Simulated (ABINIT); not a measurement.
The system is MoS2.

```xyz
6
Lattice="3.1690 0.0000 0.0000 -1.5845 2.7444 0.0000 0.0000 0.0000 12.3240" Properties=species:S:1:pos:R:3 pbc="T T T"
Mo    1.5845    0.9148    9.2430
Mo    0.0000    1.8296    3.0810
S     1.5845    0.9148    4.6461
S     0.0000    1.8296   10.8081
S     1.5845    0.9148    1.5159
S     0.0000    1.8296    7.6779
```

Base run:

* Program: ABINIT 10.8.3 (patched build)
* Functional: PBE
* Potentials or basis: JTH PAW PBE v2.0
* Cutoff: 544 eV
* k mesh: 10 × 10 × 3
* Occupations: fermi-dirac, width 0.05 eV
* Spin: no spin polarisation

Its results: band gap on the k mesh 0.93 eV, indirect (least direct gap 1.87 eV); pressure 2.0 GPa; largest force 0.060 eV/Å.

**Question.** The run is repeated on the same cell with these changes: functional from PBE to PBEsol. What comes out?

**Answer.** Band gap on the k mesh 0.88 eV, indirect (least direct gap 1.87 eV); pressure -2.7 GPa; largest force 0.284 eV/Å.

PBEsol binds more tightly than PBE, so the same cell stands under less pressure.

Caveats: an odd mesh through Γ misses points on the zone boundary, where band edges often lie; this functional lacks dispersion, which binds the layers, so the pressure and a relaxed spacing across them are unreliable; the PAW data sets were made with another functional, which shifts forces and pressure a little (some runs).

Not every run made on this cell is shown here.
